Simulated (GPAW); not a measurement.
# Bi (Im-3m) in GPAW: settings compared, part 2 of 3

GPAW 26.7.0. The steps go on from the part before.

### 4 Optical spectrum, PBEsol

run.py

```python
from ase.dft.bandgap import bandgap
from ase.io import read, write
from gpaw import GPAW, PW, setup_paths
from gpaw.response.df import DielectricFunction

setup_paths.insert(0, '.')

atoms = read('Bi.xyz')

calc = GPAW(mode=PW(450),
            xc='PBEsol',
            kpts={'size': (8, 8, 8), 'gamma': True},
            occupations={'name': 'fermi-dirac', 'width': 0.05},
            nbands=15,
            convergence={'density': 1e-06},
            maxiter=150,
            txt='gpaw.txt')
atoms.calc = calc
energy = atoms.get_potential_energy()
calc.write('gs.gpw')
write('result.traj', atoms)
print(f'Energy: {energy:.6f} eV')
print('Fermi level:', round(calc.get_fermi_level(), 4), 'eV')
print(f'Gap: {bandgap(calc)[0]:.4f} eV, direct: {bandgap(calc, direct=True)[0]:.4f} eV')

dense = calc.fixed_density(kpts={'size': (24, 24, 24), 'gamma': True},
                           nbands=24, convergence={'bands': 18, 'eigenstates': 1e-7},
                           update_fermi_level=True, txt='dense.txt')
dense.write('dense.gpw', mode='all')

df = DielectricFunction('dense.gpw', frequencies={'type': 'nonlinear', 'domega0': 0.05, 'omega2': 10},
                        eta=0.1, ecut=50, nbands=18, rate='eta', txt='df.txt')
for direction in ['x']:
    df.get_dielectric_function(xc='RPA', direction=direction, filename=f'df_{direction}.csv')
```

Bi.xyz

```xyz
1
Lattice="-1.9814305318 1.9814305318 1.9814305318 1.9814305318 -1.9814305318 1.9814305318 1.9814305318 1.9814305318 -1.9814305318" Properties=species:S:1:pos:R:3 pbc="T T T"
Bi     0.0000000000      0.0000000000      0.0000000000
```

Potentials or basis: PAW data sets generated in the run's folder for this functional, pw.

The run is started by

```
$ gpaw-setup -f PBEsol Bi
$ OMP_NUM_THREADS=1 python run.py
```

gpaw.txt:

```text
__  _  _
 | _ |_)|_||  |
 |__||  | ||/\| - 26.7.0

Input parameters:
  mode=PW(ecut=450.00000000000006),
  convergence={'density': 1e-06},
  kpts=MonkhorstPack(size=(8, 8, 8), gamma=True),
  maxiter=150,
  nbands=15,
  occupations=Occupations(name='fermi-dirac', width=0.05),
  xc=XC(name='PBEsol')

Diagonalizing LCAO Hamiltonian
Converting LCAO to pw mode

       Bi

Atoms  # Å, Bohr magnetons
|   | symbol |        x |        y |        z |    initial magnetic moments |
|---|--------|----------|----------|----------|-----------------------------|
| 0 |     Bi | 0.000000 | 0.000000 | 0.000000 | ( 0.0000,  0.0000,  0.0000) |

Unit cell  # Å
| periodic |         x |         y |         z |  lengths |     angles |
|----------|-----------|-----------|-----------|----------|------------|
|      yes | -1.981431 |  1.981431 |  1.981431 | 3.431938 | 109.471221 |
|      yes |  1.981431 | -1.981431 |  1.981431 | 3.431938 | 109.471221 |
|      yes |  1.981431 |  1.981431 | -1.981431 | 3.431938 | 109.471221 |

[... 168 lines left out ...]
|iter:   6| |   -4.971143c| -6.35 | -3.49 |
|iter:   7| |   -4.971145c| -6.71 | -3.99 |
|iter:   8| |   -4.971145c| -7.74c| -5.08 |
|iter:   9| |   -4.971145c| -7.58c| -5.46 |
|iter:  10| |   -4.971145c| -8.28c| -5.92 |
|iter:  11| |   -4.971145c| -9.36c| -6.26c|

Converged in 11 steps
Energy contributions relative to reference atoms: (reference = -584693.896228)

Energy contributions:
  Kinetic:          13.777631
  Coulomb:         -12.625148
  Zero:             -1.468789
  External:          0.000000
  Xc:               -4.651656
  Entropy:          -0.006367
  Spinorbit:         0.000000
  ----------------------------
  Free energy:      -4.974329
  Extrapolated:     -4.971145

dipole moment: (-7.719424, -7.719424, -7.719424)  # |e|*Ang

Fermi level: 7.500
Eigenvalues  # (at kpt = [0.000, 0.000, 0.000])
| band index |      eig [eV] | occ [0-2] |
|------------|---------------|-----------|
|          0 |       -15.691 |     2.000 |
|          1 |       -15.691 |     2.000 |
|          2 |       -15.691 |     2.000 |
|          3 |       -15.563 |     2.000 |
|          4 |       -15.563 |     2.000 |
|          5 |        -5.964 |     2.000 |
|          6 |        12.574 |     0.000 |
|          7 |        12.574 |     0.000 |
|          8 |        12.574 |     0.000 |
|          9 |        16.698 |     0.000 |
|         10 |        18.033 |     0.000 |
|         11 |        18.033 |     0.000 |
|         12 |        18.033 |     0.000 |
|         13 |        19.131 |     0.000 |
|         14 |        19.131 |     0.000 |

No gap
No difference between direct/indirect transitions
# Writing to gs.gpw (mode='')
```

It took 3.2 min on 1 thread of Intel Xeon Platinum 8259CL at 2.50GHz (Skylake/Cascade Lake), shared host; peak memory 0.41 GiB.

What came out:

| Item | Value |
| --- | --- |
| Free energy | -4.9743 eV |
| Band gap on the k mesh | none (metal or under the smearing width) |

Dielectric function (mean over the directions given):
```csv
energy (eV),real part,imaginary part
0.88,-120.11,54.96
1.77,-30.09,20.89
2.79,-14.95,14.28
3.69,-11.51,5.63
4.65,-5.55,3.30
5.68,-5.41,3.15
6.55,-4.09,1.64
7.55,-2.67,0.96
8.52,-1.79,0.61
9.47,-1.19,0.48
10.46,-0.53,0.60
11.31,-0.38,0.66
12.30,-0.30,0.63
13.36,-0.16,0.73
14.22,-0.20,0.59
15.26,-0.09,0.39
16.36,0.03,0.26
17.36,0.18,0.19
18.58,0.31,0.11
19.87,0.47,0.09
```

Caveat: the intraband term hangs on this k mesh; the long-wavelength limit can be off by a per cent or two; independent-particle spectra lack excitons; spin-orbit coupling is left out, which moves the levels of the heavy elements.

### 5 Optical spectrum, PBE

Changes to run.py since step 4:

```diff
@@ -2,6 +2,4 @@
 from ase.io import read, write
-from gpaw import GPAW, PW, setup_paths
+from gpaw import GPAW, PW
 from gpaw.response.df import DielectricFunction
-
-setup_paths.insert(0, '.')
 
@@ -10,3 +8,3 @@
 calc = GPAW(mode=PW(450),
-            xc='PBEsol',
+            xc='PBE',
             kpts={'size': (8, 8, 8), 'gamma': True},
```

Bi.xyz is that of step 4.

Potentials or basis: GPAW PAW data sets (gpaw-data 1.2.1), pw.

The run is started by

```
$ OMP_NUM_THREADS=1 python run.py
```

gpaw.txt:

```text
__  _  _
 | _ |_)|_||  |
 |__||  | ||/\| - 26.7.0

Input parameters:
  mode=PW(ecut=450.00000000000006),
  convergence={'density': 1e-06},
  kpts=MonkhorstPack(size=(8, 8, 8), gamma=True),
  maxiter=150,
  nbands=15,
  occupations=Occupations(name='fermi-dirac', width=0.05),
  xc=XC(name='PBE')

Diagonalizing LCAO Hamiltonian
Converting LCAO to pw mode

       Bi

Atoms  # Å, Bohr magnetons
|   | symbol |        x |        y |        z |    initial magnetic moments |
|---|--------|----------|----------|----------|-----------------------------|
| 0 |     Bi | 0.000000 | 0.000000 | 0.000000 | ( 0.0000,  0.0000,  0.0000) |

Unit cell  # Å
| periodic |         x |         y |         z |  lengths |     angles |
|----------|-----------|-----------|-----------|----------|------------|
|      yes | -1.981431 |  1.981431 |  1.981431 | 3.431938 | 109.471221 |
|      yes |  1.981431 | -1.981431 |  1.981431 | 3.431938 | 109.471221 |
|      yes |  1.981431 |  1.981431 | -1.981431 | 3.431938 | 109.471221 |

Number of symmetries: 48
Symmetry operations  # r_c * U_cc + t_c -> r_c
|    | kind |            matrix            |
|----|------|------------------------------|
|  0 |  σ   |  1, 1, 1,  0, 0,-1,  0,-1, 0 |
|  1 |  C4  |  1, 1, 1,  0, 0,-1, -1, 0, 0 |
|  2 |  C2  |  1, 1, 1,  0,-1, 0,  0, 0,-1 |
|  3 |  S6  |  1, 1, 1,  0,-1, 0, -1, 0, 0 |
|  4 |  S6  |  1, 1, 1, -1, 0, 0,  0, 0,-1 |
|  5 |  C4  |  1, 1, 1, -1, 0, 0,  0,-1, 0 |
|  6 |  E   |  1, 0, 0,  0, 1, 0,  0, 0, 1 |
|  7 |  σ   |  1, 0, 0,  0, 1, 0, -1,-1,-1 |
|  8 |  σ   |  1, 0, 0,  0, 0, 1,  0, 1, 0 |
|  9 |  C3  |  1, 0, 0,  0, 0, 1, -1,-1,-1 |
| 10 |  C3  |  1, 0, 0, -1,-1,-1,  0, 1, 0 |
| 11 |  σ   |  1, 0, 0, -1,-1,-1,  0, 0, 1 |
| 12 |  σ   |  0, 1, 0,  1, 0, 0,  0, 0, 1 |
| 13 |  C2  |  0, 1, 0,  1, 0, 0, -1,-1,-1 |
| 14 |  C3  |  0, 1, 0,  0, 0, 1,  1, 0, 0 |
| 15 |  S4  |  0, 1, 0,  0, 0, 1, -1,-1,-1 |
| 16 |  S4  |  0, 1, 0, -1,-1,-1,  1, 0, 0 |
| 17 |  C3  |  0, 1, 0, -1,-1,-1,  0, 0, 1 |
| 18 |  C3  |  0, 0, 1,  1, 0, 0,  0, 1, 0 |
| 19 |  S4  |  0, 0, 1,  1, 0, 0, -1,-1,-1 |
| 20 |  σ   |  0, 0, 1,  0, 1, 0,  1, 0, 0 |
| 21 |  C3  |  0, 0, 1,  0, 1, 0, -1,-1,-1 |
| 22 |  C2  |  0, 0, 1, -1,-1,-1,  1, 0, 0 |
| 23 |  S4  |  0, 0, 1, -1,-1,-1,  0, 1, 0 |
| 24 |  C4  |  0, 0,-1,  1, 1, 1,  0,-1, 0 |
| 25 |  σ   |  0, 0,-1,  1, 1, 1, -1, 0, 0 |
| 26 |  S6  |  0, 0,-1,  0,-1, 0,  1, 1, 1 |
| 27 |  C2  |  0, 0,-1,  0,-1, 0, -1, 0, 0 |
| 28 |  C4  |  0, 0,-1, -1, 0, 0,  1, 1, 1 |
| 29 |  S6  |  0, 0,-1, -1, 0, 0,  0,-1, 0 |
| 30 |  S6  |  0,-1, 0,  1, 1, 1,  0, 0,-1 |
| 31 |  C4  |  0,-1, 0,  1, 1, 1, -1, 0, 0 |
| 32 |  C4  |  0,-1, 0,  0, 0,-1,  1, 1, 1 |
| 33 |  S6  |  0,-1, 0,  0, 0,-1, -1, 0, 0 |
| 34 |  σ   |  0,-1, 0, -1, 0, 0,  1, 1, 1 |
| 35 |  C2  |  0,-1, 0, -1, 0, 0,  0, 0,-1 |
| 36 |  C2  | -1, 0, 0,  1, 1, 1,  0, 0,-1 |
| 37 |  S6  | -1, 0, 0,  1, 1, 1,  0,-1, 0 |
| 38 |  S6  | -1, 0, 0,  0, 0,-1,  1, 1, 1 |
| 39 |  C2  | -1, 0, 0,  0, 0,-1,  0,-1, 0 |
| 40 |  C2  | -1, 0, 0,  0,-1, 0,  1, 1, 1 |
| 41 |  i   | -1, 0, 0,  0,-1, 0,  0, 0,-1 |
| 42 |  S4  | -1,-1,-1,  1, 0, 0,  0, 1, 0 |
| 43 |  C3  | -1,-1,-1,  1, 0, 0,  0, 0, 1 |
| 44 |  C3  | -1,-1,-1,  0, 1, 0,  1, 0, 0 |
| 45 |  σ   | -1,-1,-1,  0, 1, 0,  0, 0, 1 |
| 46 |  S4  | -1,-1,-1,  0, 0, 1,  1, 0, 0 |
| 47 |  C2  | -1,-1,-1,  0, 0, 1,  0, 1, 0 |

BZ-sampling:
  Number of BZ points: 512
  Number of IBZ points: 29

  Monkhorst-Pack size: [8, 8, 8]
  Monkhorst-Pack shift: [0.0625, 0.0625, 0.0625]

K-points  # in reciprocal-cell coordinates
|     |                                coordinates |     weight |
|-----|--------------------------------------------|------------|
|   0 | (  0.00000000,   0.00000000,   0.00000000) | 0.00195312 |
|   1 | (  0.12500000,   0.00000000,   0.00000000) | 0.02343750 |
|   2 | (  0.12500000,   0.12500000,  -0.12500000) | 0.01171875 |
|   3 | (  0.25000000,   0.00000000,  -0.12500000) | 0.04687500 |
|   4 | (  0.25000000,   0.00000000,   0.00000000) | 0.02343750 |
|   5 | (  0.25000000,   0.12500000,  -0.12500000) | 0.04687500 |
|   6 | (  0.25000000,   0.25000000,  -0.25000000) | 0.01171875 |
|   7 | (  0.25000000,   0.25000000,   0.25000000) | 0.00390625 |
|   8 | (  0.37500000,  -0.12500000,  -0.12500000) | 0.01562500 |
|   9 | (  0.37500000,   0.00000000,  -0.12500000) | 0.09375000 |
| ... |                                            |            |
|  28 | (  0.50000000,   0.50000000,   0.50000000) | 0.00195312 |

Plane wave coefficients: 691
Cutoff: 450.00000000000006 eV

Spin-components: 1 (collinear spins)
Bands:           15
Projectors:      6
Spin-degeneracy: 2
Datatype:        complex128

Parallelization:
  kpt:    1
  domain: 1
  band:   1

Density:
  Valence electrons: 15.0
  Components: 1
  Grid points: [18 18 18]
  Charge: 0.0  # |e|

Potential:
  Grid points: [18 18 18]

species:
  Bi:
    name:    Bismuth
    Z:       83.0
    valence: 15
    core:    68
    charge:  0.0  # [|e|]
    compensation charges:
      type: gauss
      rc: 0.38  # [Å]
      lmax: 2
    cutoffs:
      filter: 2.23  # [Å]
      core: 2.33  # [Å]
    projectors
    | kind |    occ | energy [eV] | rcut [Å] |
    |------|--------|-------------|----------|
    |   6s |  2.000 |     -14.385 |    1.286 |
    |   6p |  3.000 |      -4.580 |    1.275 |
    |   5d | 10.000 |     -27.119 |    1.349 |
    |    s |        |      12.827 |    1.286 |
    |    p |        |      22.631 |    1.275 |
    |    d |        |       0.093 |    1.349 |

    Using partial waves for Bi as LCAO basis

Reference energy: -584848.382953  # eV

eigensolver:
  PPCG
  Converge bands: occupied
  niter=2

density mixing:
  MSR1-Mixer
  Pratt-step length: 0.05
  Maximum mixing coefficient: 0.75
  Old densities: 10
  SVD Regularization: 0.005
  Good broyden scale: 1.0
  Trust region scale: 1.0
  Backstep threshold: 4.0
  History deletion threshold: 6.0
  Fourier metric: weight=20.0, sigma=0.015

occupation numbers:
  Fermi-Dirac:
    width: 0.0500  # eV

poisson solver:
  ecut: 3600.0000000000005  # eV

xc functional:
  name: PBE with 2 nearest neighbor stencil

convergence criteria:
- Maximum integral of absolute [dens]ity change: 1e-06 electrons / valence electron
- Maximum [total energy] change in last 3 cyles: 0.0005 eV / valence electron
- Maximum integral of absolute [eigenst]ate change: 4e-08 eV^2 / valence electron
maximum number of iterations: 150

SCF iterations
|iter     | |      energy | eigst |  dens |
|---------|-|-------------|-------|-------|
|iter:   1| |   -4.498680 | -0.49 |       |
|iter:   2| |   -4.500733 | -2.94 | -1.79 |
|iter:   3| |   -4.505795c| -3.30 | -1.82 |
|iter:   4| |   -4.507981c| -3.83 | -2.20 |
|iter:   5| |   -4.508393c| -4.39 | -2.65 |
|iter:   6| |   -4.508393c| -6.92 | -3.48 |
|iter:   7| |   -4.508394c| -7.21 | -4.01 |
|iter:   8| |   -4.508394c| -7.79c| -5.07 |
|iter:   9| |   -4.508394c| -7.67c| -5.55 |
|iter:  10| |   -4.508394c| -8.45c| -6.00c|

Converged in 10 steps
Energy contributions relative to reference atoms: (reference = -584848.382953)

Energy contributions:
  Kinetic:          15.725430
  Coulomb:         -14.337500
  Zero:             -1.486870
  External:          0.000000
  Xc:               -4.406260
  Entropy:          -0.006387
  Spinorbit:         0.000000
  ----------------------------
  Free energy:      -4.511587
  Extrapolated:     -4.508394

dipole moment: (-7.707973, -7.707973, -7.707973)  # |e|*Ang

Fermi level: 7.676
Eigenvalues  # (at kpt = [0.000, 0.000, 0.000])
| band index |      eig [eV] | occ [0-2] |
|------------|---------------|-----------|
|          0 |       -15.599 |     2.000 |
|          1 |       -15.599 |     2.000 |
|          2 |       -15.599 |     2.000 |
|          3 |       -15.472 |     2.000 |
|          4 |       -15.472 |     2.000 |
|          5 |        -5.779 |     2.000 |
|          6 |        12.750 |     0.000 |
|          7 |        12.750 |     0.000 |
|          8 |        12.750 |     0.000 |
|          9 |        16.909 |     0.000 |
|         10 |        18.217 |     0.000 |
|         11 |        18.217 |     0.000 |
|         12 |        18.217 |     0.000 |
|         13 |        19.289 |     0.000 |
|         14 |        19.289 |     0.000 |

No gap
No difference between direct/indirect transitions
# Writing to gs.gpw (mode='')
```

Run time: 2.8 min. Hardware: 1 thread of Intel Xeon Platinum 8259CL at 2.50GHz (Skylake/Cascade Lake), shared host; peak memory 0.41 GiB.

Results:

```yaml
Free_energy: -4.5116 eV
Band_gap_on_the_k_mesh: none (metal or under the smearing width)
```

Dielectric function (mean over the directions given):
```
energy (eV)  real part  imaginary part
       0.88    -119.58           54.98
       1.54     -35.08           25.00
       2.18     -20.23           16.72
       2.79     -15.01           14.30
       3.43     -14.56            8.08
       4.03     -10.20            4.10
       4.65      -5.59            3.20
       5.31      -5.61            4.10
       5.91      -5.02            2.74
       6.55      -4.09            1.65
       7.12      -3.23            1.24
       7.81      -2.46            0.97
       8.43      -1.85            0.60
       9.08      -1.32            0.59
       9.66      -0.94            0.44
      10.26      -0.63            0.56
      10.88      -0.51            0.69
      11.52      -0.31            0.67
      12.19      -0.32            0.67
      12.77      -0.18            0.64
      13.48      -0.20            0.69
      14.10      -0.20            0.62
      14.73      -0.15            0.48
      15.39      -0.08            0.40
      16.08       0.00            0.30
      16.78       0.08            0.24
      17.51       0.19            0.19
      18.27       0.26            0.13
      19.06       0.37            0.09
      19.87       0.46            0.09
```

Caveat: the intraband term hangs on this k mesh; the long-wavelength limit can be off by a per cent or two; independent-particle spectra lack excitons; spin-orbit coupling is left out, which moves the levels of the heavy elements.

(Continued in part 3 of 3.)
